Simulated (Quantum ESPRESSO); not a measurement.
# GaN (F-43m) in Quantum ESPRESSO: a series of runs, part 2 of 2

Quantum ESPRESSO 7.5. The steps go on from the part before.

**5. Band structure, r2SCAN**

File pw.in:

```
&CONTROL
  calculation = 'scf'
  prefix = 'pwscf'
  outdir = './tmp'
  pseudo_dir = './pseudo'
  tprnfor = .true.
  tstress = .true.
  disk_io = 'low'
/
&SYSTEM
  ibrav = 0
  nat = 2
  ntyp = 2
  ecutwfc = 88
  nbnd = 15
  input_dft = 'r2scan'
  occupations = 'smearing'
  smearing = 'fd'
  degauss = 0.00367493
  nosym = .true.
/
&ELECTRONS
  conv_thr = 1d-08
  electron_maxstep = 120
  mixing_beta = 0.5
/
ATOMIC_SPECIES
Ga    69.7230 Ga_ONCV_PBE-1.2.upf
N     14.0070 N_ONCV_PBE-1.2.upf
CELL_PARAMETERS bohr
   0.0000000000    4.2584989699    4.2584989699
   4.2584989699    0.0000000000    4.2584989699
   4.2584989699    4.2584989699    0.0000000000
ATOMIC_POSITIONS bohr
Ga     0.0000000000    0.0000000000    0.0000000000
N      2.1292494849    2.1292494849    2.1292494849
K_POINTS automatic
8 8 8 0 0 0
```

File bands.in:

```
&CONTROL
  calculation = 'bands'
  prefix = 'pwscf'
  outdir = './tmp'
  pseudo_dir = './pseudo'
  disk_io = 'low'
  verbosity = 'high'
/
&SYSTEM
  ibrav = 0
  nat = 2
  ntyp = 2
  ecutwfc = 88
  nbnd = 15
  input_dft = 'r2scan'
  occupations = 'smearing'
  smearing = 'fd'
  degauss = 0.00367493
  nosym = .true.
/
&ELECTRONS
  conv_thr = 1d-08
  electron_maxstep = 120
  mixing_beta = 0.5
  diago_full_acc = .true.
  startingwfc = 'random'
/
ATOMIC_SPECIES
Ga    69.7230 Ga_ONCV_PBE-1.2.upf
N     14.0070 N_ONCV_PBE-1.2.upf
CELL_PARAMETERS bohr
   0.0000000000    4.2584989699    4.2584989699
   4.2584989699    0.0000000000    4.2584989699
   4.2584989699    4.2584989699    0.0000000000
ATOMIC_POSITIONS bohr
Ga     0.0000000000    0.0000000000    0.0000000000
N      2.1292494849    2.1292494849    2.1292494849
K_POINTS crystal
60
 0.0000000000  0.0000000000  0.0000000000 1
 0.0625000000  0.0000000000  0.0625000000 1
 0.1250000000  0.0000000000  0.1250000000 1
 0.1875000000  0.0000000000  0.1875000000 1
 0.2500000000  0.0000000000  0.2500000000 1
 0.3125000000  0.0000000000  0.3125000000 1
 0.3750000000  0.0000000000  0.3750000000 1
 0.4375000000  0.0000000000  0.4375000000 1
 0.5000000000  0.0000000000  0.5000000000 1
 0.5000000000  0.0625000000  0.5625000000 1
 0.5000000000  0.1250000000  0.6250000000 1
 0.5000000000  0.1875000000  0.6875000000 1
 0.5000000000  0.2500000000  0.7500000000 1
 0.4375000000  0.3125000000  0.7500000000 1
 0.3750000000  0.3750000000  0.7500000000 1
 0.3375000000  0.3375000000  0.6750000000 1
 0.3000000000  0.3000000000  0.6000000000 1
 0.2625000000  0.2625000000  0.5250000000 1
 0.2250000000  0.2250000000  0.4500000000 1
 0.1875000000  0.1875000000  0.3750000000 1
 0.1500000000  0.1500000000  0.3000000000 1
 0.1125000000  0.1125000000  0.2250000000 1
 0.0750000000  0.0750000000  0.1500000000 1
 0.0375000000  0.0375000000  0.0750000000 1
 0.0000000000  0.0000000000  0.0000000000 1
 0.0625000000  0.0625000000  0.0625000000 1
 0.1250000000  0.1250000000  0.1250000000 1
 0.1875000000  0.1875000000  0.1875000000 1
 0.2500000000  0.2500000000  0.2500000000 1
 0.3125000000  0.3125000000  0.3125000000 1
 0.3750000000  0.3750000000  0.3750000000 1
 0.4375000000  0.4375000000  0.4375000000 1
 0.5000000000  0.5000000000  0.5000000000 1
 0.5250000000  0.4500000000  0.5250000000 1
 0.5500000000  0.4000000000  0.5500000000 1
 0.5750000000  0.3500000000  0.5750000000 1
 0.6000000000  0.3000000000  0.6000000000 1
 0.6250000000  0.2500000000  0.6250000000 1
 0.5833333333  0.2500000000  0.6666666667 1
 0.5416666667  0.2500000000  0.7083333333 1
 0.5000000000  0.2500000000  0.7500000000 1
 0.5000000000  0.2857142857  0.7142857143 1
 0.5000000000  0.3214285714  0.6785714286 1
 0.5000000000  0.3571428571  0.6428571429 1
 0.5000000000  0.3928571429  0.6071428571 1
 0.5000000000  0.4285714286  0.5714285714 1
 0.5000000000  0.4642857143  0.5357142857 1
 0.5000000000  0.5000000000  0.5000000000 1
 0.4821428571  0.4821428571  0.5357142857 1
 0.4642857143  0.4642857143  0.5714285714 1
 0.4464285714  0.4464285714  0.6071428571 1
 0.4285714286  0.4285714286  0.6428571429 1
 0.4107142857  0.4107142857  0.6785714286 1
 0.3928571429  0.3928571429  0.7142857143 1
 0.3750000000  0.3750000000  0.7500000000 1
 0.6250000000  0.2500000000  0.6250000000 1
 0.5937500000  0.1875000000  0.5937500000 1
 0.5625000000  0.1250000000  0.5625000000 1
 0.5312500000  0.0625000000  0.5312500000 1
 0.5000000000  0.0000000000  0.5000000000 1
```

On the command line:

```sh
$ OMP_NUM_THREADS=1 pw.x -in pw.in > pw.out
$ OMP_NUM_THREADS=1 pw.x -in bands.in > bands.out
```

It took 9.5 min on 1 thread of Arm Neoverse V1, shared host; peak memory 0.18 GiB.

It converged, with:

| Property | Result |
| --- | --- |
| Free energy | -2041.8110 eV |
| Pressure | -3.3 GPa |
| Band gap on the k mesh | 1.87 eV, direct |
| Band gap along the path | 1.87 eV, direct |

Levels at the corners of the path, in eV from the valence-band top:
```tsv
point	band 5	band 6	band 7	band 8	band 9	band 10	band 11	band 12	band 13	band 14
Γ	-13.06	-13.06	0.00	0.00	0.00	1.87	10.76	10.76	10.76	18.21
X	-12.98	-11.79	-6.36	-2.86	-2.86	3.78	7.04	12.58	14.79	14.79
W	-13.06	-11.50	-5.96	-3.83	-3.78	6.80	8.83	10.77	11.93	15.96
K	-13.02	-11.61	-6.12	-4.40	-2.31	5.46	8.33	11.86	13.57	14.25
Γ	-13.06	-13.06	0.00	0.00	0.00	1.87	10.76	10.76	10.76	18.21
L	-13.01	-12.10	-7.28	-1.04	-1.04	4.89	9.46	10.90	10.90	16.45
U	-13.02	-11.61	-6.12	-4.40	-2.31	5.46	8.33	11.86	13.57	14.25
W	-13.06	-11.50	-5.96	-3.83	-3.78	6.80	8.83	10.77	11.93	15.96
L	-13.01	-12.10	-7.28	-1.04	-1.04	4.89	9.46	10.90	10.90	16.45
K	-13.02	-11.61	-6.12	-4.40	-2.31	5.46	8.33	11.86	13.57	14.25
U	-13.02	-11.61	-6.12	-4.40	-2.31	5.46	8.33	11.86	13.57	14.25
X	-12.98	-11.79	-6.36	-2.86	-2.86	3.78	7.04	12.58	14.79	14.79
```

Caveat: the potentials were made for another functional, which shifts forces and pressure.

**6. Summary**

| level | k mesh | SCF threshold | symmetry | gap on the mesh (eV) | pressure (GPa) |
| --- | --- | --- | --- | --- | --- |
| PBE | 10 × 10 × 10 | 4e-10 Ry | - | 1.78 | 5.4 |
| RPBE | 10 × 10 × 10 | 4e-10 Ry | - | 1.90 | 9.4 |
| AM05 | 10 × 10 × 10 | 4e-10 Ry | - | 1.69 | 0.2 |
| r2SCAN | 8 × 8 × 8 | 1e-08 Ry | off | 1.87 | -3.3 |

Alike in all rows: task band structure; potentials or basis SG15 PBE 1.2; no spin polarisation; cell as given; cutoff (eV) 1197; smearing fermi-dirac 0.05 eV.

On the cell as given the gap runs from 1.69 eV (AM05) to 1.90 eV (RPBE); the meshes differ, which moves gaps too. The pressure there spans -3.3 GPa (r2SCAN) to 9.4 GPa (RPBE); a positive pressure means that this level wants a larger cell, a negative one a smaller.

Caveats: the potentials were made for another functional, which shifts forces and pressure (some runs).

Total energies depend on the potentials used, so only differences within one code and one set of settings carry meaning.

**7. How close it comes**

Step 2. A measured gap of GaN is 3.299 eV (direct; 0 K; a printed reference work, textbook); the calculated 1.78 eV misses it by -1.52 eV. Spin-orbit coupling on Ga is left out. The value is that of PBE, without temperature or zero-point motion. Semilocal functionals fall short of measured gaps as a rule. The cell is a database's relaxed one, not the measured one, which moves gaps too.

Step 3. A measured gap of GaN is 3.299 eV (direct; 0 K; a printed reference work, textbook); the calculated 1.90 eV misses it by -1.40 eV. Spin-orbit coupling on Ga is left out. The value is that of RPBE, without temperature or zero-point motion. Semilocal functionals fall short of measured gaps as a rule. The cell is a database's relaxed one, not the measured one, which moves gaps too.

Step 4. Against the measured gap of GaN, 3.299 eV (direct; 0 K; a printed reference work, textbook), the calculated 1.69 eV is off by -1.61 eV. Spin-orbit coupling on Ga is left out. The value is that of AM05, without temperature or zero-point motion. Semilocal functionals fall short of measured gaps as a rule. The cell is a database's relaxed one, not the measured one, which moves gaps too.

Step 5. Against the measured gap of GaN, 3.299 eV (direct; 0 K; a printed reference work, textbook), the calculated 1.87 eV is off by -1.43 eV. Spin-orbit coupling on Ga is left out. The value is that of r2SCAN, without temperature or zero-point motion. The cell is a database's relaxed one, not the measured one, which moves gaps too.
